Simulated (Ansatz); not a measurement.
Write the native input for Ansatz 0.2.0 that does the following.

- Task: relaxation of cell and atoms
- Functional: BLYP
- Potentials or basis: Ansatz PAW
- Cutoff: 420 eV (not typed: the program's choice for these potentials)
- k mesh: 9 × 9 × 4
- Occupations: fermi-dirac, width 0.05 eV
- Spin: no spin polarisation

MoS2:

```xyz
3
Lattice="3.2275 0.0000 0.0000 -1.6137 2.7951 0.0000 0.0000 0.0000 6.3125" Properties=species:S:1:pos:R:3 pbc="T T T"
Mo    0.0000    0.0000    3.1562
S     1.6137    0.9317    4.7008
S     0.0000    1.8634    1.6117
```

Measurements of this composition are mostly on another form, of space group No. 194.

These files were run (other wordings do the same):

input.yaml

```yaml
crystal:
  lattice:
    - [3.2274645616, 0.0, 0.0]
    - [-1.6137322808, 2.7950663001, 0.0]
    - [0.0, 0.0, 6.31247342]
  atoms:
    - { symbol: Mo, position: [0.0, 0.0, 0.5] }
    - { symbol: S, position: [0.6666666667, 0.3333333333, 0.74468068] }
    - { symbol: S, position: [0.3333333333, 0.6666666667, 0.25531932] }
hamiltonian:
  xc: blyp
  pseudopotentials: { kind: paw }
kpoints:
  mp_grid: { grid: [9, 9, 4] }
scf:
  occupations: { method: fermi_dirac, width: 0.05 }
output:
  forces: true
  stress: true
relax:
  f_tol: 0.01
  max_steps: 40
  cell: { stress_tol: 0.05 }
```

Potentials or basis: Ansatz PAW.

Run with:

```sh
$ ansatz run input.yaml --threads 2 --pin off --max-ram 5632MiB --backend cpu --events-out ev --progress --plain --runs-dir out
```

Results of the run:

| Item | Value |
| --- | --- |
| Relaxed volume | 29.81 Å³/atom |
| Relaxed cell | a = 3.310 Å, b = 3.310 Å, c = 9.425 Å, α = 90.00°, β = 90.00°, γ = 120.00° |
| Space group after relaxing (to 0.05 Å) | P-3m1 (No. 164) |
| Energy gained by relaxing | 43.2 meV/atom |
| Ionic steps | 26 |
| Pressure after relaxing | 0.0 GPa |
| Largest force after relaxing | 0.004 eV/Å |

Caveat: the volume moved by over 15 % at a fixed basis, so the end points are rough; the plane-wave basis is chosen anew once the cell has moved, so the energies of steps on either side of that aren't comparable; this functional lacks dispersion, which binds the layers, so the pressure and a relaxed spacing across them are unreliable, and here the layers came unbound; the PAW data sets come from PBE, with cores solved anew for the run's functional, which leaves a small shift of forces and pressure.

It took 69 s on 2 threads of Intel(R) Xeon(R) Processor @ 2.50GHz (Skylake/Cascade Lake) (shared host), peak memory 0.42 GiB.
